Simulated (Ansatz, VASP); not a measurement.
## One calculation of InAs, two programs

```xyz
2
Lattice="0.0000 2.7974 2.7974 2.7974 0.0000 2.7974 2.7974 2.7974 0.0000" Properties=species:S:1:pos:R:3 pbc="T T T"
In    0.0000    0.0000    0.0000
As    1.3987    1.3987    1.3987
```

Change from the starting cell: volume scaled by 0.8, PAW files.

Alike in both runs: task single point; functional LDA; k mesh 11 × 11 × 11; occupations fermi-dirac, width 0.08 eV; no spin polarisation.

|  | VASP | Ansatz |
| --- | --- | --- |
| version | VASP 6.6.1 | Ansatz 0.2.0 |
| potentials or method | VASP PAW LDA potentials, release 64 (In_d, As) | PAW with Ansatz's default frozen-core files, scalar-relativistic |
| plane-wave cutoff (eV) | 520 | 420 |
| valence electrons in the cell | 18 | 28 |

VASP gave:

- pressure (GPa): 23.0

Task: Estimate Ansatz's values.

Result: Pressure (GPa): 22.5.

The two sets of potentials don't hold the same shells in valence.

Caveats: so large a pressure means that the cell lies far from this level's equilibrium, or that cutoff or potentials fall short (VASP). A k mesh can miss the band edges.
